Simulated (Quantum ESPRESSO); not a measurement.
# MgTe in Quantum ESPRESSO: the effect of functional

Crystal: MgTe.

```
Te Mg
1.0
     0.00000    3.23200    3.23200
     3.23200    0.00000    3.23200
     3.23200    3.23200    0.00000
Te Mg
1 1
Direct
  0.25000 0.25000 0.25000
  0.00000 0.00000 0.00000
```

The cell comes from a database or a generator and needn't be the stable form of this composition.

Alike in all runs:

| Quantity | Value |
| --- | --- |
| Program | Quantum ESPRESSO 7.5 |
| Task | phonons |
| Cutoff | 1143 eV |
| Density cutoff | 4572 eV |
| k mesh | 2 × 2 × 2, shifted |
| Occupations | fermi-dirac, width 0.05 eV |
| Spin | no spin polarisation |

Each run relaxes the cell or the atoms first.

```csv
functional,potentials or basis,relaxed volume (Å³/atom),dielectric constant (mean),highest phonon frequency (cm⁻¹)
LDA,PseudoDojo 0.4.1 SR LDA standard,?,?,?
PBE,PseudoDojo 0.4.1 SR PBE standard,34.60,6.36,240
PBEsol,PseudoDojo 0.4.1 SR PBEsol standard,33.51,6.55,238
PW91,PseudoDojo 0.4.1 SR PBE standard,34.47,6.33,255
revPBE,PseudoDojo 0.4.1 SR PBE standard,35.52,6.12,235
WC,PseudoDojo 0.4.1 SR PBE standard,33.58,6.55,244
vdW-DF-cx,PseudoDojo 0.4.1 SR PBE standard,33.82,6.23,251
```

Problem. What does the run with functional LDA give?

Solution. Relaxed volume 32.45 Å³/atom; dielectric constant 6.68 mean; highest phonon frequency 244 cm⁻¹.

Caveats: all runs use coarse meshes; before the sum rule the acoustic modes lie tens of cm⁻¹ from zero, a sign that the density grid also shifts the optical modes (some runs); the potentials were made for another functional, which shifts forces and pressure (some runs).
